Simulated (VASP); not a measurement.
Wanted: the native input for a VASP 6.6.1 run.

- Task: single point
- Functional: LDA
- Potentials or basis: VASP PAW LDA potentials, release 64 (Ag, Br)
- Cutoff: 520 eV
- k mesh: 8 × 8 × 8
- Occupations: gaussian, width 0.02 eV
- Spin: no spin polarisation
- Dipole correction: no
- Further INCAR settings: ALGO = Normal; EDIFF = 1e-06; NBANDS = 16

The structure of AgBr lies in POSCAR:

```
AgBr
1.0
    0.0000000000      2.7920724443      2.7920724443
    2.7920724443      0.0000000000      2.7920724443
    2.7920724443      2.7920724443      0.0000000000
Ag Br
1 1
Direct
    0.0000000000      0.0000000000      0.0000000000
    0.5000000000      0.5000000000      0.5000000000
```

The cell isn't the ideal one: relaxed again under DFT LDA, scalar-relativistic, plane waves, PAW.

One way to write it, as run:

INCAR

```
SYSTEM = AgBr
ALGO = Normal
EDIFF = 1E-6
ENCUT = 520
GGA = CA
ISIF = 2
ISMEAR = 0
LASPH = .TRUE.
LCHARG = .FALSE.
LREAL = .FALSE.
LWAVE = .FALSE.
NBANDS = 16
NELM = 100
PREC = Accurate
SIGMA = 0.02
```

KPOINTS

```
k-points
0
G
  8 8 8
  0 0 0
```

Potentials or basis: VASP PAW LDA potentials, release 64 (Ag, Br).

Command:

```console
$ cat potpaw_LDA.64/Ag/POTCAR potpaw_LDA.64/Br/POTCAR > POTCAR
$ mpirun -np 1 vasp_std > vasp.out
```

It gave:

The pressure is 0.1 GPa. The band gap on the k mesh is 0.42 eV, indirect (least direct gap 2.66 eV).

Wall time 7 s on 1 thread of Intel(R) Xeon(R) 6975P-C (Granite Rapids), with other jobs on the host, peak memory 0.15 GiB.
